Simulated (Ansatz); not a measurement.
Trial structure of BP, not yet relaxed:

```xyz
10
Lattice="-3.0087 3.0087 3.9515 3.0087 -3.0087 3.9515 3.0087 3.0087 -3.9515" Properties=species:S:1:pos:R:3 pbc="T T T"
B     0.8113   -0.8113    2.4475
B     2.1975    2.1975    1.5041
B     0.0000    0.0000    0.0000
B     0.8113    0.8113    5.4556
B    -0.8113    0.8113    2.4475
P     0.8113    0.8113    1.5041
P    -0.8113    0.8113    6.3990
P     0.8113   -0.8113    6.3990
P     2.1975    2.1975   -2.4475
P     0.0000    0.0000    3.9515
```

All numbers below come from DFT PBE, scalar-relativistic, plane waves, PAW in Ansatz 0.2.0. Plane waves to 420 eV, a k mesh through Γ of 4×4×4 on the computed 10-atom cell and Gaussian smearing (0.10 eV); no spin polarisation.

The zero of energy is the elements' standard structures at the same level; no fitted shifts are applied. The references include black phosphorus.

Question: What does a single point on this coarse mesh give?

Answer: The pressure is 16.8 GPa (the mean over three directions, positive in compression), the largest force is 3.65 eV/Å, and the energy is +0.14 eV/atom against the elements. The shortest distance is 1.88 Å.

Question: How much does it gain on relaxing, and where does it end?

Answer: Relaxing gains about 0.13 eV/atom in 9 ionic steps and ends at +0.014 eV/atom on the finer mesh. The symmetry stays I-42m (No. 121). The volume per atom grows by 10.1 %, from 14.3 to 15.7 Å³. The shortest distance goes from 1.88 Å (B–P) to 1.94 Å (B–P). Conventional cell: a = 6.179 Å, c = 8.250 Å. B on a site of symmetry m has 4 P at 1.94–2.00 Å; B on a site of symmetry -42m is surrounded by 4 P at 1.98 Å; P on a site of symmetry m has 4 B at 1.94–2.00 Å; 1 more site not described.

The last run used a 6×6×6 mesh for its 10-atom cell and Gaussian smearing of 0.02 eV. The reference form of P is held partly by dispersion forces, which this level lacks. The relaxation can't lower the symmetry of the start. Symmetry constrained the relaxation, so the result can be a saddle point. Another cell of BP relaxed alike, in Pbcn, lies 158 meV/atom lower, so this cell isn't the stable form at this level.
